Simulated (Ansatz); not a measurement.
# Equation of state of O

```
O
1.0
     0.00000    1.88989    3.89884
     1.50177    0.00000    3.89884
     1.50177    1.88989    0.00000
O
2
Direct
  0.42110 0.42110 0.57890
  0.57890 0.57890 0.42110
```

Structure from Materials Project entry mp-607540 (possibly hypothetical), not relaxed further.

Solid oxygen carries moments on its molecules; these runs leave spin out.

All numbers are computed: DFT, LDA, all-electron LAPW, scalar-relativistic (Ansatz 0.2.0); DFT, LDA, PAW with Ansatz's default frozen-core files, scalar-relativistic (Ansatz 0.2.0).

For LAPW: a Γ-centred 14×14×14 k mesh, Fermi–Dirac smearing of 0.08 eV, basis error target 1 meV/atom, no spin polarisation. PAW takes a cutoff of 420 eV at this cell (files made with PBE, cores remade for this functional). The Ansatz runs share mesh, smearing and spin set-up. Plane-wave (PAW) pressures include the program's estimate of the Pulay term.

The cell above is scaled evenly, with fractional coordinates and shape held.

| V/V(cell) | V (Å³/atom) | P, LAPW (GPa) | P, PAW (GPa) |
| --- | --- | --- | --- |
| 0.9600 | 10.623 | -7.30 | -7.94 |
| 0.9800 | 10.844 | -9.44 | -10.01 |
| 1.0000 | 11.066 | -11.35 | -11.86 |
| 1.0200 | 11.287 | -13.04 | -13.50 |
| 1.0400 | 11.508 | -14.54 | -14.96 |
